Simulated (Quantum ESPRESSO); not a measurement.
# Ge (I4/mmm) in Quantum ESPRESSO: convergence with wavefunction cutoff

Aim: find how far wavefunction cutoff must go before the results for Ge settle, at PBE. This setting moves, with any that are tied to it; all else stays.

Program: Quantum ESPRESSO 7.5. These are calculated values, not measurements. Logs are shortened: lines on timing, memory, paths and dates and some standing lists are left out, and cuts for length are marked.

## 1. The crystal as given

It takes space group I4/mmm (No. 139, tetragonal). The conventional cell has a = 3.217 Å, b = 3.217 Å, c = 3.746 Å, α = 90.00°, β = 90.00°, γ = 90.00°. Ge (site symmetry 4/mmm) has 12 Ge at 2.95 to 3.22 Å as nearest neighbours.

The cell was built by a generator and needn't be a form met in nature.

## 2. With wavefunction cutoff 28 Ry

pw.in reads:

```
&CONTROL
  calculation = 'scf'
  prefix = 'pwscf'
  outdir = './tmp'
  pseudo_dir = './pseudo'
  tprnfor = .true.
  tstress = .true.
  disk_io = 'nowf'
/
&SYSTEM
  ibrav = 0
  nat = 1
  ntyp = 1
  ecutwfc = 28
  nbnd = 13
  occupations = 'smearing'
  smearing = 'fd'
  degauss = 0.00367493
/
&ELECTRONS
  conv_thr = 2d-10
  electron_maxstep = 120
  mixing_beta = 0.5
/
ATOMIC_SPECIES
Ge    72.6300 32_Ge_14_2.2_2.3_pbe_n_v1.0.upf
CELL_PARAMETERS angstrom
  -1.6084200000    1.6084200000    1.8731800000
   1.6084200000   -1.6084200000    1.8731800000
   1.6084200000    1.6084200000   -1.8731800000
ATOMIC_POSITIONS crystal
Ge     0.5000000000    0.5000000000    0.0000000000
K_POINTS automatic
12 12 12 0 0 0
```

Potentials or basis: SPMS 1.0 PBE.

Command:

```sh
> OMP_NUM_THREADS=1 pw.x -in pw.in > pw.out
```

pw.out:

```text
This program is part of the open-source Quantum ESPRESSO suite
     for quantum simulation of materials; please cite
[... 9 lines left out ...]
     --------------------
     sticks:   dense  smooth     PW     G-vecs:    dense   smooth      PW
     Sum         273     273    119                 2635     2635     771

     Using Slab Decomposition

     bravais-lattice index     =            0
     lattice parameter (alat)  =       5.5684  a.u.
     unit-cell volume          =     130.8082 (a.u.)^3
     number of atoms/cell      =            1
     number of atomic types    =            1
     number of electrons       =        14.00
     number of Kohn-Sham states=           13
     kinetic-energy cutoff     =      28.0000  Ry
     charge density cutoff     =     112.0000  Ry
     scf convergence threshold =      2.0E-10
     mixing beta               =       0.5000
     number of iterations used =            8  plain     mixing
     Exchange-correlation= PBE
                           (   1   4   3   4   0   0   0)

     celldm(1)=   5.568389  celldm(2)=   0.000000  celldm(3)=   0.000000
     celldm(4)=   0.000000  celldm(5)=   0.000000  celldm(6)=   0.000000

     crystal axes: (cart. coord. in units of alat)
               a(1) = (  -0.545844   0.545844   0.635695 )
               a(2) = (   0.545844  -0.545844   0.635695 )
               a(3) = (   0.545844   0.545844  -0.635695 )

     reciprocal axes: (cart. coord. in units 2 pi/alat)
               b(1) = (  0.000000  0.916012  0.786541 )
               b(2) = (  0.916012  0.000000  0.786541 )
               b(3) = (  0.916012  0.916012  0.000000 )

     PseudoPot. # 1 for Ge read from file:
     32_Ge_14_2.2_2.3_pbe_n_v1.0.upf
     Pseudo is Norm-conserving + core correction, Zval = 14.0
     Generated using ONCVPSP code by D. R. Hamann
     Using radial grid of 1558 points,  6 beta functions with:
                l(1) =   0
                l(2) =   0
                l(3) =   1
                l(4) =   1
                l(5) =   2
                l(6) =   2

     atomic species   valence    mass     pseudopotential
     Ge               14.00    72.63000     Ge( 1.00)

     16 Sym. Ops., with inversion, found

   Cartesian axes

     site n.     atom                  positions (alat units)
         1        Ge     tau(   1) = (   0.0000000   0.0000000   0.6356950  )

     number of k points=   163  Fermi-Dirac smearing, width (Ry)=  0.0037

     Number of k-points >= 100: set verbosity='high' to print them.

     Dense  grid:     2635 G-vectors     FFT dimensions: (  20,  20,  20)

     Initial potential from superposition of free atoms

     starting charge      13.9992, renormalised to      14.0000
     Starting wfcs are    9 randomized atomic wfcs +    4 random wfcs

     Self-consistent Calculation

     iteration #  1     ecut=    28.00 Ry     beta= 0.50
     Davidson diagonalization with overlap
     ethr =  1.00E-02,  avg # of iterations =  5.8

     total energy              =    -159.49897714 Ry
     estimated scf accuracy    <       0.24620654 Ry

     iteration #  2     ecut=    28.00 Ry     beta= 0.50
     Davidson diagonalization with overlap
     ethr =  1.76E-03,  avg # of iterations =  1.0

     total energy              =    -159.50065597 Ry
     estimated scf accuracy    <       0.02929223 Ry

     iteration #  3     ecut=    28.00 Ry     beta= 0.50
     Davidson diagonalization with overlap
     ethr =  2.09E-04,  avg # of iterations =  2.1

     total energy              =    -159.50380211 Ry
     estimated scf accuracy    <       0.00104095 Ry

     iteration #  4     ecut=    28.00 Ry     beta= 0.50
     Davidson diagonalization with overlap
     ethr =  7.44E-06,  avg # of iterations =  3.2

     total energy              =    -159.50387169 Ry
     estimated scf accuracy    <       0.00000488 Ry

     iteration #  5     ecut=    28.00 Ry     beta= 0.50
     Davidson diagonalization with overlap
     ethr =  3.49E-08,  avg # of iterations =  2.6

     total energy              =    -159.50387735 Ry
     estimated scf accuracy    <       0.00000524 Ry

     iteration #  6     ecut=    28.00 Ry     beta= 0.50
     Davidson diagonalization with overlap
     ethr =  3.49E-08,  avg # of iterations =  2.0

     total energy              =    -159.50387629 Ry
     estimated scf accuracy    <       0.00000572 Ry

     iteration #  7     ecut=    28.00 Ry     beta= 0.50
     Davidson diagonalization with overlap
     ethr =  3.49E-08,  avg # of iterations =  1.0

     total energy              =    -159.50387565 Ry
     estimated scf accuracy    <       0.00000132 Ry

     iteration #  8     ecut=    28.00 Ry     beta= 0.50
     Davidson diagonalization with overlap
     ethr =  9.41E-09,  avg # of iterations =  1.0

     total energy              =    -159.50387560 Ry
     estimated scf accuracy    <       0.00000018 Ry

     iteration #  9     ecut=    28.00 Ry     beta= 0.50
     Davidson diagonalization with overlap
     ethr =  1.27E-09,  avg # of iterations =  1.2

     total energy              =    -159.50387560 Ry
     estimated scf accuracy    <       0.00000002 Ry

     iteration # 10     ecut=    28.00 Ry     beta= 0.50
     Davidson diagonalization with overlap
     ethr =  1.19E-10,  avg # of iterations =  1.9

     total energy              =    -159.50387560 Ry
     estimated scf accuracy    <          5.8E-10 Ry

     iteration # 11     ecut=    28.00 Ry     beta= 0.50
     Davidson diagonalization with overlap
     ethr =  4.11E-12,  avg # of iterations =  1.7

     End of self-consistent calculation

     Number of k-points >= 100: set verbosity='high' to print the bands.

     the Fermi energy is    13.1916 ev

!    total energy              =    -159.50387560 Ry
     estimated scf accuracy    <          1.2E-11 Ry
     smearing contrib. (-TS)   =      -0.00016322 Ry
     internal energy E=F+TS    =    -159.50371238 Ry

     The total energy is F=E-TS. E is the sum of the following terms:
     one-electron contribution =     -44.27652506 Ry
     hartree contribution      =      31.29749995 Ry
     xc contribution           =     -35.01493799 Ry
     ewald contribution        =    -111.50974928 Ry

     convergence has been achieved in  11 iterations

     Forces acting on atoms (cartesian axes, Ry/au):

     atom    1 type  1   force =     0.00000000    0.00000000    0.00000000

     Total force =     0.000000     Total SCF correction =     0.000000

     Computing stress (Cartesian axis) and pressure

          total   stress  (Ry/bohr**3)                   (kbar)     P=    -7785.49
  -0.05295338   0.00000000   0.00000000        -7789.71        0.00        0.00
  -0.00000000  -0.05295338   0.00000000           -0.00    -7789.71        0.00
   0.00000000   0.00000000  -0.05286733            0.00        0.00    -7777.05

=------------------------------------------------------------------------------=
   JOB DONE.
=------------------------------------------------------------------------------=
```

It took 9.6 s on 1 thread of AMD EPYC 7R43 (Zen 3), shared host; peak memory 0.05 GiB.

Results:

```
Free energy            : -2170.1608 eV
Pressure               : -778.5 GPa
Band gap on the k mesh : none (metal or under the smearing width)
```

## 3. With wavefunction cutoff 35 Ry

Edit pw.in of step 2 so:

```diff
@@ -13,3 +13,3 @@
   ntyp = 1
-  ecutwfc = 28
+  ecutwfc = 35
   nbnd = 13
```

Potentials or basis: SPMS 1.0 PBE.

Command:

```sh
> OMP_NUM_THREADS=1 pw.x -in pw.in > pw.out
```

Run time: 22 s. Hardware: 1 thread of AMD EPYC 7R43 (Zen 3), shared host; peak memory 0.05 GiB.

What came out:

- Free energy: -2187.2628 eV
- Pressure: -154.3 GPa
- Band gap on the k mesh: none (metal or under the smearing width)

## 4. With wavefunction cutoff 42 Ry

Edit pw.in of step 3 so:

```diff
@@ -13,3 +13,3 @@
   ntyp = 1
-  ecutwfc = 35
+  ecutwfc = 42
   nbnd = 13
```

Command:

```sh
> OMP_NUM_THREADS=1 pw.x -in pw.in > pw.out
```

It took 22 s on 1 thread of AMD EPYC 7R43 (Zen 3), shared host; peak memory 0.05 GiB.

What came out:

| Quantity | Value |
| --- | --- |
| Free energy | -2189.3390 eV |
| Pressure | -11.1 GPa |
| Band gap on the k mesh | none (metal or under the smearing width) |

## 5. With wavefunction cutoff 49 Ry

Edit pw.in of step 4 so:

```diff
@@ -13,3 +13,3 @@
   ntyp = 1
-  ecutwfc = 42
+  ecutwfc = 49
   nbnd = 13
```

Command:

```sh
> OMP_NUM_THREADS=1 pw.x -in pw.in > pw.out
```

Wall time 21 s (1 thread of AMD EPYC 7R43 (Zen 3), shared host); peak memory 0.05 GiB.

Results:

```
Free energy            : -2189.4295 eV
Pressure               : 0.6 GPa
Band gap on the k mesh : none (metal or under the smearing width)
```

## 6. With wavefunction cutoff 56 Ry

Edit pw.in of step 5 so:

```diff
@@ -13,3 +13,3 @@
   ntyp = 1
-  ecutwfc = 49
+  ecutwfc = 56
   nbnd = 13
```

Potentials or basis: SPMS 1.0 PBE.

Command:

```sh
> OMP_NUM_THREADS=1 pw.x -in pw.in > pw.out
```

It took 38 s on 1 thread of AMD EPYC 7R43 (Zen 3), shared host; peak memory 0.06 GiB.

Results (log left out):

* Free energy: -2189.4301 eV
* Pressure: 0.6 GPa
* Band gap on the k mesh: none (metal or under the smearing width)

## 7. With wavefunction cutoff 63 Ry

Edit pw.in of step 6 so:

```diff
@@ -13,3 +13,3 @@
   ntyp = 1
-  ecutwfc = 56
+  ecutwfc = 63
   nbnd = 13
```

Command:

```sh
> OMP_NUM_THREADS=1 pw.x -in pw.in > pw.out
```

Wall time 38 s (1 thread of AMD EPYC 7R43 (Zen 3), shared host); peak memory 0.07 GiB.

Results (log left out):

| Quantity | Value |
| --- | --- |
| Free energy | -2189.4303 eV |
| Pressure | 0.7 GPa |
| Band gap on the k mesh | none (metal or under the smearing width) |

## 8. With wavefunction cutoff 70 Ry

Edit pw.in of step 7 so:

```diff
@@ -13,3 +13,3 @@
   ntyp = 1
-  ecutwfc = 63
+  ecutwfc = 70
   nbnd = 13
```

Command:

```sh
> OMP_NUM_THREADS=1 pw.x -in pw.in > pw.out
```

It took 37 s on 1 thread of AMD EPYC 7R43 (Zen 3), shared host; peak memory 0.08 GiB.

It converged, with:

```
Free energy            : -2189.4306 eV
Pressure               : 0.7 GPa
Band gap on the k mesh : none (metal or under the smearing width)
```

## 9. With wavefunction cutoff 84 Ry

Edit pw.in of step 8 so:

```diff
@@ -13,3 +13,3 @@
   ntyp = 1
-  ecutwfc = 70
+  ecutwfc = 84
   nbnd = 13
```

Potentials or basis: SPMS 1.0 PBE.

Command:

```sh
> OMP_NUM_THREADS=1 pw.x -in pw.in > pw.out
```

Run time: 61 s. Hardware: 1 thread of AMD EPYC 7R43 (Zen 3), shared host; peak memory 0.1 GiB.

Results (log left out):

```
Free energy            : -2189.4308 eV
Pressure               : 0.7 GPa
Band gap on the k mesh : none (metal or under the smearing width)
```

## 10. With wavefunction cutoff 105 Ry

Edit pw.in of step 9 so:

```diff
@@ -13,3 +13,3 @@
   ntyp = 1
-  ecutwfc = 84
+  ecutwfc = 105
   nbnd = 13
```

Command:

```sh
> OMP_NUM_THREADS=1 pw.x -in pw.in > pw.out
```

Wall time 74 s (1 thread of AMD EPYC 7R43 (Zen 3), shared host); peak memory 0.12 GiB.

It converged, with:

| Item | Value |
| --- | --- |
| Free energy | -2189.4312 eV |
| Pressure | 0.7 GPa |
| Band gap on the k mesh | none (metal or under the smearing width) |

## 11. Result

```
wavefunction cutoff  energy less the tightest run, at zero smearing (meV/atom)  pressure (GPa)  SCF cycles  CPU time (s)  peak memory (GiB)
              28 Ry                                                   19269.59         -778.55          11           9.6               0.05
              35 Ry                                                    2168.18         -154.26           8            22               0.05
              42 Ry                                                      92.17          -11.08           7            22               0.05
              49 Ry                                                       1.76            0.58           7            21               0.05
              56 Ry                                                       1.17            0.65           7            38               0.06
              63 Ry                                                       0.92            0.66           7            38               0.07
              70 Ry                                                       0.63            0.65           7            37               0.08
              84 Ry                                                       0.42            0.65           7            61                0.1
             105 Ry                                                       0.00            0.66           7            74               0.12
```

Against the tightest run, the energy stays within 1 meV/atom from 63 Ry on; the pressure stays within 0.1 GPa from 49 Ry on. The tightest run that finished is the yardstick and may itself not be fully converged.
